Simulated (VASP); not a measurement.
Here is a VASP 6.6.1 calculation.

INCAR

```
SYSTEM = PbSe
PREC = Accurate
ENCUT = 520
EDIFF = 1E-7
ISMEAR = 0
SIGMA = 0.026000000000000002
LREAL = .FALSE.
LASPH = .TRUE.
NELM = 80
ALGO = Normal
ISIF = 2
LWAVE = .FALSE.
LCHARG = .FALSE.
GGA = PE
NBANDS = 17
```

The input KPOINTS:

```
Automatic mesh
0
G
  8 8 8
  0 0 0
```

Contents of POSCAR:

```
PbSe
1.0
    0.0000000000      3.0606500000      3.0606500000
    3.0606500000      0.0000000000      3.0606500000
    3.0606500000      3.0606500000      0.0000000000
Pb Se
1 1
Direct
    0.0000000000      0.0000000000      0.0000000000
    0.5000000000      0.5000000000      0.5000000000
```

Potentials or basis: VASP PAW PBE potentials, release 64 (Pb_d, Se).

Run with:

```console
$ cat potpaw_PBE.64/Pb_d/POTCAR potpaw_PBE.64/Se/POTCAR > POTCAR
$ mpirun -np 1 vasp_std > vasp.out
```

(1) Predict the band gap on the k mesh.

(2) Estimate the pressure.

Results:

(1) 0.29 eV, direct.

(2) 2.4 GPa.

Caveat: spin-orbit coupling is left out, which as a rule narrows the gap of such compounds by several tenths of an eV.

**What was measured.**

From a printed reference work, monograph, for a bulk crystal of PbSe at 4.2 K: band gap 0.15 eV (direct).

Measured gap of PbSe: 0.15 eV (direct; 4.2 K; a printed reference work, monograph). This calculation gives 0.29 eV (+0.14 eV). 2 values of this kind are on record (0.15 to 0.28 eV); this one was drawn at random. Spin-orbit coupling on Pb, Se is left out. The value is that of PBE on a finite k mesh, which can miss the band edges, without temperature or zero-point motion.
